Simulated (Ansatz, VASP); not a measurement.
# C (Diamond): VASP beside Ansatz

Aim: how closely do two programs agree when they are given the same cell, functional and k mesh? The cell is a member of a volume series, scaled by 1.015 from a relaxed one, so a pressure remains.

Program: Ansatz 0.2.0. Level of theory: plane waves, with VASP 6.6.1 beside it; single point at PBEsol, single point at PBE and single point at PBEsol with D3(BJ). Results are calculated unless marked as measured.

## (1) Set-up

The structure is cubic, space group Fd-3m (No. 227). The conventional cell has a = 3.574 Å, b = 3.574 Å, c = 3.574 Å, α = 90.00°, β = 90.00°, γ = 90.00°. C has 4 C at 1.55 Å nearest.

## (2) Ansatz: single point, PBEsol, volume scaled by 1.015

Ansatz runs on its default PAW (the set named soft_2) files.

A single point gives forces, pressure and levels at one fixed geometry, so differences don't come from the geometry; what else differs is listed under the comparison.

input.yaml reads:

```yaml
crystal:
  lattice:
    - [0.0, 1.78719361, 1.78719361]
    - [1.78719361, 0.0, 1.78719361]
    - [1.78719361, 1.78719361, 0.0]
  atoms:
    - { symbol: C, position: [0.75, 0.75, 0.75] }
    - { symbol: C, position: [0.5, 0.5, 0.5] }
hamiltonian:
  xc: pbesol
  pseudopotentials: { kind: paw }
kpoints:
  mp_grid: { grid: [10, 10, 10] }
scf:
  occupations: { method: gaussian, width: 0.03 }
  n_extra_bands: 4
output:
  forces: true
  stress: true
  eigenvalues: true
  write_density: true
  write_potential: true
  elf: true
  volumetric_format: npy
```

On the command line:

```bash
ansatz run input.yaml --threads 2 --pin off --max-ram 4608MiB --backend cpu --events-out ev --progress --plain --runs-dir out
```

Numbers of over 12 decimals in the logs are rounded to 6 here.

Log:

```text
scf.n_extra_bands = 4 over 4 filled bands (N_el = 8.0): the run solves 8 bands
Engine: ansatz 0.2.0, aarch64-unknown-linux-gnu
Pseudopotentials: kind: paw
Pseudopotential: C, paw, valence charge 4, recommended cutoff 420 eV (normal), C.paw.azcp
Functional definition: PBEsol
  exchange = pbesol_x
  correlation = pbesol_c
Crystal: 2 atoms, lattice volume = 11.417 Å³
Basis set: ecut = 420 eV, 229 PW (Γ), exchange–correlation on 36×36×36 points (8 copies of the dense FFT grid, shifted against one another)
Bands: 8, of which v1, the nominal top of the filled ones, is band 4 counted from 1 (3 counted from 0)
Symmetry: 48 space group operations
Space group: Fd-3m (ITA 227), of the structure as read, at distance tolerance 2.3e-5 Å
k-points: 47 of 1000
Non-local potential: C, projectors of the file, l = 0: 2, l = 1: 2, l = 2: 1
PAW form: soft (Blöchl's): semilocal exchange-correlation on the pseudo side does not see the compensation charge
PAW frozen core: C, regenerated for the run's functional, and the local potential with it (the file was generated under x = pbe(κ = 0.804, μ = 0.219515), c = pbe(β = 0.066725))
PAW one-centre angular grid: C, 110 points (default); XC on 64 Gauss nodes
Initial density: superposition of atomic densities (neutral atoms: chi_scale 0, normalization atom), corrected by the library's trained network
Initial wavefunctions: pseudopotential atomic-orbital guess
Functional: x = pbesol(κ = 0.804, μ = 0.123457), c = pbesol(β = 0.046)
SCF iter   1: F=—  HF=-493.331803 eV  |F-HF|=—  |Δ(HF+E_count)|=         —  Δρ=5.09e-3  dr2=2.46e-3  ethr=1.77e-3  ⟨swp⟩=4.7  Hψ=2434  notcnv=0
preconditioner: auto → none  [insulator: Δε(μ)=4.002 eV  Ē_g=19.486 eV  σ=0.030 eV  W_gap=1.00  n_scr=0 (ndim 8)  ℏωp=31.1 eV  f_vac=0.000  D(μ)=0.00/eV (n_scr^D=0)  ε∞_Penn≈3.5]
SCF iter   2: F=—  HF=-493.331214 eV  |F-HF|=—  |Δ(HF+E_count)|=   5.89e-4  Δρ=2.06e-3  dr2=3.98e-4  ethr=3.07e-5  ⟨swp⟩=1.2  Hψ=771  notcnv=0
SCF iter   3: F=—  HF=-493.331147 eV  |F-HF|=—  |Δ(HF+E_count)|=   6.66e-5  Δρ=1.97e-4  dr2=2.09e-6  ethr=4.97e-6  ⟨swp⟩=2.0  Hψ=564  notcnv=0
SCF iter   4: F=—  HF=-493.331149 eV  |F-HF|=—  |Δ(HF+E_count)|=   2.25e-6  Δρ=2.89e-5  dr2=5.93e-8  ethr=2.62e-8  ⟨swp⟩=2.0  Hψ=564  notcnv=0
iter 5 did not close the SCF: its close was put off for the readings that it lacked (scf_convergence_deferred on its scf_iter line)
SCF iter   5: F=-493.331149 eV  HF=-493.331149 eV  |F-HF|=1.12e-10  |Δ(HF+E_count)|=   2.22e-8  Δρ=3.76e-6  dr2=5.43e-10  ethr=7.42e-10  ⟨swp⟩=2.0  Hψ=565  notcnv=0
SCF iter   6: F=-493.331149 eV  HF=-493.331149 eV  |F-HF|=1.71e-13  |Δ(HF+E_count)|=  7.85e-11  Δρ=4.15e-8  dr2=4.72e-14  ethr=6.79e-12  ⟨swp⟩=3.9  Hψ=1579  notcnv=0
SCF 1 converged in 6 iterations: F = -493.331149 eV  dr2 = 4.72e-14
  greatest PAW one-centre occupation: 0.640 electrons in one spin orbital (limit 2), on the C atom at site 1 (counted from 0), in its partial waves of l = 0
SCF converged after 6 iterations
Free energy (F): -493.331149 eV
Harris-Foulkes:  -493.331149 eV  (|F-HF|=1.71e-13)
Internal energy: -493.331149 eV  (E = F + TS)
E sigma→0 (E₀):  -493.331149 eV
Fermi energy:    15.188311 eV
--- Per-component energies (eV) ---
  E_band       = 33.671367
  E_kinetic    = 183.472088
  E_local      = -122.095998  (includes V_loc(G=0)·N_el)
  E_nonlocal   = 53.291330
  E_hartree    = 26.394294
  E_xc         = -96.601304
  E_vxc        = -120.281123  (∫ρ·V_xc dr)
  E_paw        = -190.616862  (= ΣΔE_a)
  E_vpaw       = -13.503538  (= ΣTr[D̂ρ^β])
  E_aug_tail   = 0.000019  (compensation charges beyond the density's cutoff)
  E_ewald      = -347.216918
  E_core_change = 0.042201  (= ΣΔE_core)
  E_smearing   = -0.000000  (= −TS)
  E_closure    = 0.000000  (closes the sum)
  Σ components = -493.331149   (vs F -493.331149, Δ=0.00e0)
--- Forces (eV/Å), atoms counted from 1 ---
  atom   1  C      0.00000000     0.00000000    -0.00000000
  atom   2  C      0.00000000     0.00000000    -0.00000000
  max |Σ_I F_I| component: 5.55e-17 eV/Å
--- Stress (GPa, compression-positive) ---
       -7.562338      -0.000000       0.000000
       -0.000000      -7.562338       0.000000
        0.000000      -0.000000      -7.562338
  P = ⅓ Tr σ = -7.5623 GPa (-75.623 kbar)
--- Band table (eV; the first three rows and the last of 47) ---
  k-point 0: bands = ["-8.2611", "13.1749", "13.1749", "13.1749", "18.6970", "18.6970", "18.6970", "26.3418"]
  k-point 1: bands = ["-7.9848", "11.4951", "12.7247", "12.7247", "19.2826", "19.2826", "19.6346", "26.5730"]
  k-point 2: bands = ["-7.1610", "8.2906", "11.8489", "11.8489", "20.4070", "20.4070", "20.8218", "27.2122"]
  k-point 46: bands = ["1.1467", "1.1467", "5.0176", "5.0176", "22.3829", "22.3829", "26.5323", "26.5323"]
```

Wall time 0.57 s (2 threads of Arm Neoverse V2, shared host); peak memory 0.23 GiB; 0.59 s of CPU time.

In the SCF lines HF is the Harris–Foulkes energy and dr2 the Hartree energy of the density residual, in eV; the loop may stop once dr2 is under the threshold and the program's other checks hold. Hψ counts applications of the Hamiltonian.

The run ends at a pressure of -7.56 GPa.

## (3) VASP: single point, PBEsol, volume scaled by 1.015

The same cell, functional, mesh and smearing now go to VASP, with its own data sets and cutoff.

Lines of VASP's logs that name or quote its potential files are left out, and so is its time.

The input asks for a relaxation, which ended at its first step since no free force or stress exceeded the threshold; so it serves as a single point.

INCAR reads:

```
SYSTEM = C
PREC = Accurate
ENCUT = 520
EDIFF = 1E-06
NELM = 100
ISMEAR = 0
SIGMA = 0.03
LREAL = .FALSE.
ALGO = Normal
GGA = PS
NBANDS = 10
LORBIT = 11
LWAVE = .FALSE.
LCHARG = .FALSE.
KPAR = 4
IBRION = 2
NSW = 30
ISIF = 4
EDIFFG = -0.01
```

POSCAR reads:

```
C
1.0
    0.0000000000      1.7871936079      1.7871936079
    1.7871936079      0.0000000000      1.7871936079
    1.7871936079      1.7871936079      0.0000000000
C
2
Direct
    0.7500000000      0.7500000000      0.7500000000
    0.5000000000      0.5000000000      0.5000000000
```

KPOINTS reads:

```
Automatic mesh
0
Gamma
10 10 10
0 0 0
```

PAW data sets: C (PBE family, release 64).

On the command line:

```bash
mpirun -np 4 vasp_std
```

Log:

```text
[banner, memory and clock lines left out]
running    4 mpi-ranks, on    1 nodes
 distrk:  each k-point on    1 cores,    4 groups
 distr:  one band on    1 cores,    1 groups

 POSCAR found type information on POSCAR C
 POSCAR found :  1 types and       2 ions
|                                                                             |
|               ----> ADVICE to this user running VASP <----                  |
|                                                                             |
|     You enforced a specific xc type in the INCAR file but a different       |
|     [... a line on the potential file left out ...]
|     I HOPE YOU KNOW WHAT YOU ARE DOING!                                     |
|                                                                             |

 LDA part: xc-table for (Slater+PW92), standard interpolation
 POSCAR, INCAR and KPOINTS ok, starting setup
 FFT: planning ... GRIDC
 FFT: planning ... GRID_SOFT
 FFT: planning ... GRID
 WAVECAR not read
 entering main loop
       N       E                     dE             d eps       ncg     rms          rms(c)
DAV:   1    -0.106674493966E+01   -0.10667E+01   -0.48975E+03   972   0.773E+02
DAV:   2    -0.195911236270E+02   -0.18524E+02   -0.18063E+02  1300   0.128E+02
DAV:   3    -0.198962721012E+02   -0.30515E+00   -0.30469E+00  1094   0.135E+01
DAV:   4    -0.198967825353E+02   -0.51043E-03   -0.51041E-03  1014   0.685E-01
DAV:   5    -0.198967831527E+02   -0.61738E-06   -0.61738E-06  1048   0.225E-02    0.555E+00
DAV:   6    -0.194143743666E+02    0.48241E+00   -0.26470E-01   976   0.378E+00    0.327E+00
DAV:   7    -0.192460003004E+02    0.16837E+00   -0.31513E-01  1008   0.416E+00    0.680E-01
DAV:   8    -0.192464833953E+02   -0.48309E-03   -0.65945E-03   986   0.688E-01    0.286E-02
DAV:   9    -0.192464995380E+02   -0.16143E-04   -0.16934E-05  1144   0.384E-02    0.205E-02
DAV:  10    -0.192465073762E+02   -0.78382E-05   -0.35246E-06   984   0.179E-02    0.426E-03
DAV:  11    -0.192465072262E+02    0.14998E-06   -0.68483E-08   546   0.250E-03
   1 F= -.19246507E+02 E0= -.19246507E+02  d E =-.192465E+02
 curvature:   0.00 expect dE= 0.000E+00 dE for cont linesearch  0.000E+00
 trial: gam= 0.00000 g(F)=  0.950E-47 g(S)=  0.698E-33 ort = 0.000E+00 (trialstep = 0.100E+01)
 search vector abs. value=  0.100E-09
 reached required accuracy - stopping structural energy minimisation
```

From OUTCAR (step 3):

```text
ion  position               nearest neighbor table
   1  0.750  0.750  0.750-   2 1.55   2 1.55   2 1.55   2 1.55
   2  0.500  0.500  0.500-   1 1.55   1 1.55   1 1.55   1 1.55

  LATTYP: Found a face centered cubic cell.
 ALAT       =     3.5743872158

 Subroutine GETGRP returns: Found 48 space group operations
 (whereof 24 operations were pure point group operations)

The static configuration has the point symmetry T_d .
 The point group associated with its full space group is O_h .

 Found     47 irreducible k-points:

   k-points           NKPTS =     47   k-points in BZ     NKDIM =     47   number of bands    NBANDS=     10

   dimension x,y,z NGX =    20 NGY =   20 NGZ =   20
   dimension x,y,z NGXF=    40 NGYF=   40 NGZF=   40

   ENCUT  =  520.0 eV  38.22 Ry    6.18 a.u.   4.70  4.70  4.70*2*pi/ulx,y,z

   NELECT =       8.0000    total number of electrons

 k-points in reciprocal lattice and weights: Automatic mesh
   0.00000000  0.00000000  0.00000000       0.001
   0.10000000  0.00000000  0.00000000       0.008
   0.20000000  0.00000000  0.00000000       0.008
   0.30000000  0.00000000  0.00000000       0.008
   0.40000000  0.00000000  0.00000000       0.008
   0.50000000  0.00000000  0.00000000       0.004
   0.10000000  0.10000000  0.00000000       0.006
   0.20000000  0.10000000  0.00000000       0.024
   0.30000000  0.10000000  0.00000000       0.024
[...]
-0.30000000  0.40000000  0.20000000       0.024
  -0.30000000  0.50000000  0.20000000       0.012

 average (electrostatic) potential at core
       1 -45.5732       2 -45.5732

 E-fermi :   9.8224

 k-point     1 :       0.0000    0.0000    0.0000
  band No.  band energies     occupation
      1     -11.8190      2.00000
      2       9.6168      2.00000
      3       9.6168      2.00000
      4       9.6168      2.00000
      5      15.1384      0.00000
      6      15.1384      0.00000
      7      15.1384      0.00000
      8      22.8395      0.00000
      9      28.4913      0.00000
    ...

 k-point     2 :       0.1000    0.0000    0.0000
  band No.  band energies     occupation
      1     -11.5426      2.00000
      2       7.9384      2.00000
      3       9.1695      2.00000
      4       9.1695      2.00000
      5      15.7246      0.00000
      6      15.7246      0.00000
      7      16.0778      0.00000
      8      23.0690      0.00000
      9      28.9444      0.00000
    ...

 k-point     3 :       0.2000    0.0000    0.0000
  band No.  band energies     occupation
      1     -10.7183      2.00000
      2       4.7337      2.00000
      3       8.2940      2.00000
      4       8.2940      2.00000
      5      16.8505      0.00000
      6      16.8505      0.00000
      7      17.2719      0.00000
      8      23.7000      0.00000
      9      29.7280      0.00000
    ...

  Total       -0.4652793     -0.4652793     -0.4652793     -0.0000000      0.0000000     -0.0000000
  in kB      -65.2949440    -65.2949440    -65.2949440     -0.0000000      0.0000000     -0.0000000
  external PRESSURE =     -65.2949440 kB  Pullay stress =       0.0000000 kB

  energy-cutoff  :      520.00
  volume of cell :       11.42
      direct lattice vectors                 reciprocal lattice vectors
     0.000000000  1.787193608  1.787193608    -0.279768234  0.279768234  0.279768234
     1.787193608  0.000000000  1.787193608     0.279768234 -0.279768234  0.279768234
     1.787193608  1.787193608  0.000000000     0.279768234  0.279768234 -0.279768234

 POSITION                                       TOTAL-FORCE (eV/Angst)
 -----------------------------------------------------------------------------------
      2.68079      2.68079      2.68079         0.000000      0.000000      0.000000
      1.78719      1.78719      1.78719        -0.000000     -0.000000     -0.000000
 -----------------------------------------------------------------------------------
    total drift:                                0.000000     -0.000000      0.000000

  FREE ENERGIE OF THE ION-ELECTRON SYSTEM (eV)
  ---------------------------------------------------
  free  energy   TOTEN  =       -19.2465072262 eV

  energy  without entropy=      -19.2465072262  energy(sigma->0) =      -19.24650723

 reached required accuracy - stopping structural energy minimisation

 total charge
# of ion       s       p       d       tot
------------------------------------------
    1        0.823   1.736   0.000   2.558
    2        0.823   1.736   0.000   2.558
--------------------------------------------------
tot          1.646   3.471   0.000   5.117

[... 3 further parts left out ...]
```

CONTCAR:

```
C
   1.00000000000000
     0.0000000000000000    1.7871936078999999    1.7871936078999999
     1.7871936078999999    0.0000000000000000    1.7871936078999999
     1.7871936078999999    1.7871936078999999    0.0000000000000000
  C
     2
Direct
     0.7500000000000000    0.7500000000000000    0.7500000000000000
     0.5000000000000000    0.5000000000000000    0.5000000000000000
```

## (4) Comparison

Known differences besides the potentials themselves: the cutoff is 420 eV in Ansatz and 520 eV in VASP; Ansatz makes its cores anew for this functional, VASP keeps those of its PBE data sets; VASP leaves aspherical gradient terms in its spheres out (LASPH is not set), Ansatz keeps them. Total energies have different zeros and are not compared.

Compared:

```csv
quantity,Ansatz,VASP,difference
pressure (GPa),-7.56,-6.53,-1.03
pressure without Ansatz's Pulay correction (GPa),-8.59,-6.53,-2.06
gap on the k mesh (eV),4.027,4.022,+0.005
```

A gap on the mesh is an upper bound, since the band edges may lie between its points. Ansatz's pressure holds a Pulay correction of 1.02 GPa; VASP's holds none.

## (5) What the set-up changes

Further runs change the set-up of one program: Ansatz's method, potentials or start, or VASP's data sets, cutoff or form of LDA. The table gives Ansatz less VASP for each quantity, since a change that brings one quantity closer may part another.

```csv
run,pressure (GPa),gap on the k mesh (eV),pressure without Ansatz's Pulay correction (GPa)
as above,-1.0,0.0054,-2.1
cores kept as stored,-0.84,0.0055,-1.9
Ansatz's all-electron LAPW method,-1.00,0.0053,
Ansatz's larger PAW set (cutoff 800 eV),-0.93,0.0048,-1.1
norm-conserving potentials (cutoff 1116 eV),0.71,0.042,0.50
```

## (6) Ansatz: single point, PBE, volume scaled by 0.985

A single point gives forces, pressure and levels at one fixed geometry, so differences don't come from the geometry; what else differs is listed under the comparison. The cell compared in this pair holds 11.24 Å³, against 11.42 Å³ for the pair before.

The cell is a member of a volume series, scaled by 0.985 from a relaxed one, so a pressure remains.

input.yaml, the sections that differ from step 2:

```yaml
crystal:
  lattice:
    - [0.0, 1.77771789, 1.77771789]
    - [1.77771789, 0.0, 1.77771789]
    - [1.77771789, 1.77771789, 0.0]
  atoms:
    - { symbol: C, position: [0.75, 0.75, 0.75] }
    - { symbol: C, position: [0.5, 0.5, 0.5] }
hamiltonian:
  xc: pbe
  pseudopotentials: { kind: paw }
# kpoints, scf, output: as in step 2
```

On the command line:

```bash
ansatz run input.yaml --threads 2 --pin off --max-ram 4608MiB --backend cpu --events-out ev --progress --plain --runs-dir out
```

Log:

```text
[...]
Crystal: 2 atoms, lattice volume = 11.236 Å³
Basis set: ecut = 420 eV, 229 PW (Γ), exchange–correlation on 36×36×36 points (8 copies of the dense FFT grid, shifted against one another)
Bands: 8, of which v1, the nominal top of the filled ones, is band 4 counted from 1 (3 counted from 0)
Symmetry: 48 space group operations
[...]
k-points: 47 of 1000
[...]
Free energy (F): -501.612780 eV
[...]
Internal energy: -501.612780 eV  (E = F + TS)
E sigma→0 (E₀):  -501.612780 eV
Fermi energy:    15.587852 eV
[...]
--- Stress (GPa, compression-positive) ---
        6.034133       0.000000       0.000000
        0.000000       6.034133       0.000000
        0.000000       0.000000       6.034133
  P = ⅓ Tr σ = 6.0341 GPa (60.341 kbar)
--- Band table (eV; the first three rows and the last of 47) ---
[...]
[key lines of the parts left out:]
SCF converged after 6 iterations
```

Run time: 0.54 s. Hardware: 2 threads; peak memory 0.24 GiB.

The run ends at a pressure of 6.03 GPa.

## (7) VASP: single point, PBE, volume scaled by 0.985

The same cell, functional, mesh and smearing now go to VASP, with its own data sets and cutoff.

The input asks for a relaxation, which ended at its first step since no free force or stress exceeded the threshold; so it serves as a single point.

Edit INCAR of step 3 so:

```diff
@@ -9,3 +9,3 @@
 ALGO = Normal
-GGA = PS
+GGA = PE
 NBANDS = 10
```

POSCAR reads:

```
C
1.0
    0.0000000000      1.7777178927      1.7777178927
    1.7777178927      0.0000000000      1.7777178927
    1.7777178927      1.7777178927      0.0000000000
C
2
Direct
    0.7500000000      0.7500000000      0.7500000000
    0.5000000000      0.5000000000      0.5000000000
```

KPOINTS is that of step 3.

On the command line:

```bash
mpirun -np 4 vasp_std
```

Log:

```text
[banner, memory and clock lines left out]
running    4 mpi-ranks, on    1 nodes
[...]
LDA part: xc-table for (Slater+PW92), standard interpolation
 POSCAR, INCAR and KPOINTS ok, starting setup
[...]
entering main loop
       N       E                     dE             d eps       ncg     rms          rms(c)
DAV:   1     0.645419455136E+00    0.64542E+00   -0.48108E+03  1014   0.767E+02
DAV:   2    -0.184974552829E+02   -0.19143E+02   -0.18230E+02  1214   0.127E+02
DAV:   3    -0.188388447797E+02   -0.34139E+00   -0.34082E+00  1092   0.138E+01
DAV:   4    -0.188394520162E+02   -0.60724E-03   -0.60722E-03  1030   0.708E-01
[...]
DAV:   9    -0.181819097611E+02   -0.33660E-04   -0.67440E-05  1140   0.699E-02    0.241E-02
DAV:  10    -0.181819295944E+02   -0.19833E-04   -0.15517E-05   976   0.380E-02    0.511E-03
DAV:  11    -0.181819296425E+02   -0.48051E-07   -0.19734E-07   844   0.444E-03
   1 F= -.18181930E+02 E0= -.18181930E+02  d E =-.181819E+02
[...]
reached required accuracy - stopping structural energy minimisation
```

From OUTCAR (step 7):

```text
  Total        0.4737816      0.4737816      0.4737816      0.0000000      0.0000000     -0.0000000
  in kB       67.5569842     67.5569842     67.5569842      0.0000000      0.0000000     -0.0000000
  external PRESSURE =      67.5569842 kB  Pullay stress =       0.0000000 kB

 POSITION                                       TOTAL-FORCE (eV/Angst)
 -----------------------------------------------------------------------------------
      2.66658      2.66658      2.66658        -0.000000     -0.000000     -0.000000
      1.77772      1.77772      1.77772         0.000000      0.000000      0.000000
 -----------------------------------------------------------------------------------
    total drift:                                0.000000     -0.000000      0.000000

  FREE ENERGIE OF THE ION-ELECTRON SYSTEM (eV)
  ---------------------------------------------------
  free  energy   TOTEN  =       -18.1819296425 eV

  energy  without entropy=      -18.1819296425  energy(sigma->0) =      -18.18192964

[... 2 parts as in an earlier step ...]

[... 2 further parts left out ...]
[key lines of the parts left out:]
E-fermi :  10.0909
```

## (8) Differences

Compared:

```csv
quantity,Ansatz,VASP,difference
pressure (GPa),6.03,6.76,-0.72
pressure without Ansatz's Pulay correction (GPa),4.99,6.76,-1.76
gap on the k mesh (eV),4.199,4.189,+0.009
```

A gap on the mesh is an upper bound, since the band edges may lie between its points. Ansatz's pressure holds a Pulay correction of 1.04 GPa; VASP's holds none.

## (9) What the set-up changes

Further runs change the set-up of one program: Ansatz's method, potentials or start, or VASP's data sets, cutoff or form of LDA. The table gives Ansatz less VASP for each quantity, since a change that brings one quantity closer may part another.

```csv
run,pressure (GPa),gap on the k mesh (eV)
as above,-0.72,0.0093
Ansatz's all-electron LAPW method,-0.73,0.0087
```

(Part 1 of 2 ends here.)

[Lines on the potential files, build, host, timing and source positions are cut from VASP's logs without a mark.]

[Logs are printed without paths, hosts, clocks, repeated set-up lines and the standing remarks that a program may print on its own settings, such as how far it seeks lower states.]

[Hosts, paths, dates, database ids (printed as entryN), source tags and the programs' standing remarks are cut or masked in the printed files.]
